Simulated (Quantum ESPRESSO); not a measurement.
The system is BAs.

```
CELL_PARAMETERS angstrom
0.00000 2.38850 2.38850
2.38850 0.00000 2.38850
2.38850 2.38850 0.00000
ATOMIC_POSITIONS crystal
As 0.75000 0.75000 0.75000
B 0.00000 0.00000 0.00000
```

| Quantity | Value |
| --- | --- |
| Program | Quantum ESPRESSO 7.5 |
| Task | phonons |
| Functional | RPBE |
| Potentials or basis | PseudoDojo 0.4.1 SR PBE standard |
| Cutoff | 1143 eV |
| Density cutoff | 4572 eV |
| k mesh | 8 × 8 × 8, shifted |
| Occupations | fermi-dirac, width 0.05 eV |
| Spin | no spin polarisation |
| Mixing beta | 0.5 |
| Most SCF iterations | 120 |
| SCF threshold | 4e-10 Ry |

The first run showed a gap, so the response started from a second, tighter run with fixed occupations.

Problem. Which optical modes does the crystal have at the zone centre, and which show in infrared and Raman spectra?

Solution. The optical modes are T2. Infrared active: T2. Raman active: T2.

Optical modes at Γ, degenerate ones joined, polar ones without the macroscopic field:
```csv
cm⁻¹,components,symmetry,active in,"IR intensity, summed ((D/Å)²/amu)"
695,3,T2,IR and Raman,2.48
```

Zone-centre frequencies without and with the macroscopic field along z (cm⁻¹):
|  | optical modes in rising order |
| --- | --- |
| without | 695 695 695 |
| with the field | 695 695 700 |

Born effective charge tensors (e):
atom 1, As
```
0.58 0.00 0.00
0.00 0.58 0.00
0.00 0.00 0.58
```
atom 2, B
```
-0.58  0.00  0.00
 0.00 -0.58  0.00
 0.00  0.00 -0.58
```

Electronic dielectric tensor:
```
9.66 0.00 0.00
0.00 9.66 0.00
0.00 0.00 9.66
```

Static dielectric tensor, electrons and zone-centre modes:
```
9.79 0.00 0.00
0.00 9.79 0.00
0.00 0.00 9.79
```

Caveat: the cell is more than 3 GPa from zero pressure, which shifts response properties.
